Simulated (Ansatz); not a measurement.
# CdTe: how the settings move a single-point run

Aim: see which settings change the result for CdTe, by how much, and at what cost. The cell is built on a prototype (CsCl type) and needn't be the phase found in nature.

Program: Ansatz 0.2.0. Level of theory: reference: DFT, r2SCAN, plane waves, PAW. These are calculated values, not measurements.

7 further runs of the same task are left out: 7 that didn't finish.

## Step 1: The starting structure

It takes space group Pm-3m (No. 221, cubic). Conventional cell: a = 3.761 Å, b = 3.761 Å, c = 3.761 Å, α = 90.00°, β = 90.00°, γ = 90.00°. Around Cd (site symmetry m-3m) lie 8 Te at 3.26 Å. Te (site symmetry m-3m) is surrounded by 8 Cd at 3.26 Å.

Coordinates:

```cif
data_structure
_symmetry_space_group_name_H-M 'P 1'
_symmetry_Int_Tables_number 1
_cell_length_a 3.7611
_cell_length_b 3.7611
_cell_length_c 3.7611
_cell_angle_alpha 90.000
_cell_angle_beta 90.000
_cell_angle_gamma 90.000
_cell_volume 53.20
loop_
_atom_site_label
_atom_site_type_symbol
_atom_site_fract_x
_atom_site_fract_y
_atom_site_fract_z
_atom_site_occupancy
Cd1 Cd 0.00000 0.00000 0.00000 1
Te1 Te 0.50000 0.50000 0.50000 1
```

## Step 2: Baseline

The input, input.yaml:

```yaml
crystal:
  lattice:
    - [3.761075369, 0.0, 0.0]
    - [0.0, 3.761075369, 0.0]
    - [0.0, 0.0, 3.761075369]
  atoms:
    - { symbol: Cd, position: [0.0, 0.0, 0.0] }
    - { symbol: Te, position: [0.5, 0.5, 0.5] }
kpoints:
  mp_grid: { grid: [6, 6, 6] }
hamiltonian:
  xc: r2scan
scf:
  occupations: { method: fermi_dirac, width: 0.02 }
  n_extra_bands: 4
output:
  forces: true
  stress: true
  eigenvalues: true
```

Run with:

```bash
> ansatz run input.yaml --threads 4 --pin off --max-ram 3686MiB --backend cpu --events-out ev --progress --plain --runs-dir out
```

## Step 3: Variant: ecutwfc 200

input.yaml: that of step 2 with these lines changed.

```diff
@@ -19 +19,3 @@
   eigenvalues: true
+basis:
+  ecutwfc: 200
```

## Step 4: Variant: ecutwfc 250

input.yaml: that of step 2 with these lines changed.

```diff
@@ -19 +19,3 @@
   eigenvalues: true
+basis:
+  ecutwfc: 250
```

## Step 5: Variant: mixing.ndim 30

input.yaml: that of step 2 with these lines changed.

```diff
@@ -15,2 +15,4 @@
   n_extra_bands: 4
+  mixing: { ndim: 30 }
+  max_iter: 60
 output:
```

Before running it: what results should come out? Wanted: for each run, ending; energy change; pressure; gap; force.

The runs gave:

```csv
run,ending,energy change,pressure (GPa),gap (eV),force (eV/Å),cycles,time
reference,converged,0,0.0,0.00,0.00,7,0.74 s
1: ecutwfc 200,converged,+10.36 eV/atom,-1.2,0.00,0.00,9,0.48 s
2: ecutwfc 250,converged,+1.21 eV/atom,-0.4,0.00,0.00,8,0.5 s
3: mixing.ndim 30,converged,0.0 meV/atom,0.0,0.00,0.00,7,0.8 s
```

Residual by cycle in the longest SCF loop of each run; runs are numbered as in the table. The quantity is the density residual dr2, in eV.

```csv
cycle,reference,run 1,run 2,run 3
1,0.0188,2.98,0.131,0.0188
2,0.0111,0.242,0.0193,0.0111
3,1.7e-4,0.0304,0.00366,0.00341
4,5.8e-5,0.00646,8.1e-5,1.4e-4
5,9.4e-6,1.8e-4,1.9e-5,1.7e-5
6,5.0e-7,2.0e-5,6.8e-6,1.2e-6
7,2.2e-8,7.8e-6,5.3e-7,5.1e-9
8,-,1.2e-7,1.2e-8,-
9,-,4.5e-9,-,-
```

Of the converged runs whose energies compare with the reference's, «ecutwfc 200» moves the energy most (+10.36 eV/atom) and «mixing.ndim 30» least (0.0 meV/atom). Semilocal functionals close small gaps, so the missing gap need not be the real solid's. Runs 1 and 2 ran under the cutoff that the potentials recommend, as the log warns, so basis error is mixed into their values, and swamps them where the cutoff is far short.
